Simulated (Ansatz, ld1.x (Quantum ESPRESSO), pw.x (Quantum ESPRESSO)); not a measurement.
Equation-of-state test of one TM potential (bismuth (Bi))

* Element: Bi (Z = 83)
* Generator: ld1.x (Quantum ESPRESSO) 7.5
* Type: norm-conserving Troullier–Martins (Kleinman–Bylander form)
* Functional: PBE
* Relativity: scalar-relativistic
* Frozen core: [Xe] 4f14 5d10
* Valence charge: 5
* Reference configuration: 6s2 6p3
* Partial waves: 6s (bound): rc 1.75 bohr; 6p (bound): rc 1.75 bohr; 6d channel at 0.25 Ry: rc 1.70 bohr
* Local potential: all-electron potential smoothed inside 1.65 bohr (lloc = -1)
* Core correction: none

Atomic tests: cutoffs needed: 45 Ry and 100 Ry (the cutoffs (Ry, on a coarse ladder) from which the occupation-weighted sum of valence levels, in a spherical-Bessel basis at the reference potential, stays within 10 and 1 mRy of its value at 400 Ry); ghost test: ghost states, extra bound levels that the all-electron valence spectrum of the same l lacks: s at -82.4 eV, d at -14.3 eV, p at -5.8 eV; a true bound ghost makes a file unfit for plane-wave use (spherical-Bessel basis up to 400 Ry, 20 bohr box); largest excitation error: +163 meV (all-electron minus pseudo) for 6s1 6p0, out of 7 test configurations.

Crystal test: sc Bi in pw.x 7.5, no spin, 10³ k-points, Fermi–Dirac smearing 0.01 Ry, cutoffs 120/480 Ry. The reference is all-electron LAPW (Ansatz 0.2.0) with the same functional, mesh and smearing; V0 and B0 come from Birch–Murnaghan fits to the pressures at five volumes. Errors are pseudo minus all-electron; Δ is the rms difference of the E(V) curves that follow from these fits, minima aligned, over ±6 % about the mean V0. Mesh and smearing are coarse, so the numbers serve the comparison and aren't converged zero-temperature values; the lattice is a test structure that the element need not adopt.

All-electron: a0 = 3.278 Å (V0 = 35.23 Å³/atom), B0 = 45.4 GPa.

Task: How far does the potential miss the all-electron equation of state?

Result: mean pressure error (GPa): -12.19. The pressure does not cross zero within the volumes sampled, so no fit is given. This is a poor potential for the solid. The pseudo pressure rises with volume over the whole range, a mechanical instability. Note: ghost states, extra bound levels that the all-electron valence spectrum of the same l lacks: s at -82.4 eV, d at -14.3 eV, p at -5.8 eV. A true bound ghost makes a file unfit for plane-wave use. The logarithmic derivative shows an extra or strongly shifted pseudo pole above the reference energy (d near 1.42 Ry).

```json
{"V (Å³/atom)": "33.381", "P all-electron (GPa)": "2.78", "P pseudo (GPa)": "-12.89"}
{"V (Å³/atom)": "34.260", "P all-electron (GPa)": "1.36", "P pseudo (GPa)": "-12.28"}
{"V (Å³/atom)": "35.138", "P all-electron (GPa)": "0.12", "P pseudo (GPa)": "-11.85"}
{"V (Å³/atom)": "36.016", "P all-electron (GPa)": "-0.95", "P pseudo (GPa)": "-11.52"}
{"V (Å³/atom)": "36.895", "P all-electron (GPa)": "-1.88", "P pseudo (GPa)": "-11.01"}
```

Task: At the middle volume, how do free energy and pressure move when the wave cutoff is lowered (ecutrho kept at four times it)?

Result:

| cutoff (Ry) | shift of F (meV/atom) | shift of P (GPa) |
| --- | --- | --- |
| 54 | +27.5 | -0.32 |
| 72 | +19.0 | -0.18 |
| 96 | +1.3 | +0.19 |

Input at the middle volume:

```
&control
  calculation='scf', prefix='x', pseudo_dir='./', outdir='./tmp', tstress=.true., disk_io='low'
/
&system
  ibrav=0, nat=1, ntyp=1, ecutwfc=120, ecutrho=480, nbnd=9,
  occupations='smearing', smearing='fd', degauss=0.01
/
&electrons
  conv_thr=1e-09, mixing_beta=0.4, electron_maxstep=70
/
ATOMIC_SPECIES
Bi 1.0 Bi.UPF
CELL_PARAMETERS angstrom
  3.27535979 0.00000000 0.00000000
  0.00000000 3.27535979 0.00000000
  0.00000000 0.00000000 3.27535979
ATOMIC_POSITIONS crystal
Bi 0.0000 0.0000 0.0000
K_POINTS automatic
10 10 10 0 0 0
```

```bash
pw.x < Bi.scf.in > Bi.scf.out
```

Lines of the output:

```
Message from routine setup:
     using ibrav=0 with symmetry is DISCOURAGED, use correct ibrav instead
     lattice parameter (alat)  =       6.1895  a.u.
     unit-cell volume          =     237.1230 (a.u.)^3
     number of electrons       =         5.00
     number of Kohn-Sham states=            9
     kinetic-energy cutoff     =     120.0000  Ry
     charge density cutoff     =     480.0000  Ry
     scf convergence threshold =      1.0E-09
     Exchange-correlation= PBE
     number of k points=    56  Fermi-Dirac smearing, width (Ry)=  0.0100
     iteration #  1     ecut=   120.00 Ry     beta= 0.40
     total energy              =     -20.67128856 Ry
     estimated scf accuracy    <       7.17465181 Ry
     iteration #  2     ecut=   120.00 Ry     beta= 0.40
     total energy              =     -19.73032558 Ry
     estimated scf accuracy    <       1.69267852 Ry
     iteration #  3     ecut=   120.00 Ry     beta= 0.40
     total energy              =     -19.89294599 Ry
     estimated scf accuracy    <       0.08194018 Ry
     iteration #  4     ecut=   120.00 Ry     beta= 0.40
     total energy              =     -19.89875970 Ry
     estimated scf accuracy    <       0.00664598 Ry
     iteration #  5     ecut=   120.00 Ry     beta= 0.40
     total energy              =     -19.90047927 Ry
     estimated scf accuracy    <       0.00006523 Ry
     iteration #  6     ecut=   120.00 Ry     beta= 0.40
     c_bands:  1 eigenvalues not converged
     total energy              =     -19.90050794 Ry
     estimated scf accuracy    <       0.00014052 Ry
     iteration #  7     ecut=   120.00 Ry     beta= 0.40
     total energy              =     -19.90051807 Ry
     estimated scf accuracy    <       0.00000082 Ry
     iteration #  8     ecut=   120.00 Ry     beta= 0.40
     total energy              =     -19.90051824 Ry
     estimated scf accuracy    <          8.6E-09 Ry
     iteration #  9     ecut=   120.00 Ry     beta= 0.40
     total energy              =     -19.90051825 Ry
     estimated scf accuracy    <       0.00000002 Ry
     iteration # 10     ecut=   120.00 Ry     beta= 0.40
     the Fermi energy is     2.2898 ev
!    total energy              =     -19.90051825 Ry
     estimated scf accuracy    <          2.6E-10 Ry
     smearing contrib. (-TS)   =      -0.00406499 Ry
     The total energy is F=E-TS. E is the sum of the following terms:
     one-electron contribution =      -9.14563440 Ry
     hartree contribution      =       5.64361124 Ry
     xc contribution           =      -4.93436722 Ry
     ewald contribution        =     -11.46006289 Ry
     convergence has been achieved in  10 iterations
          total   stress  (Ry/bohr**3)                   (kbar)     P=     -118.50
```

The run at the middle volume (56 k-points, 10 iterations) took about 42 s on one core of a shared host (Neoverse-V1, 32 threads, 247 GiB, load 18).
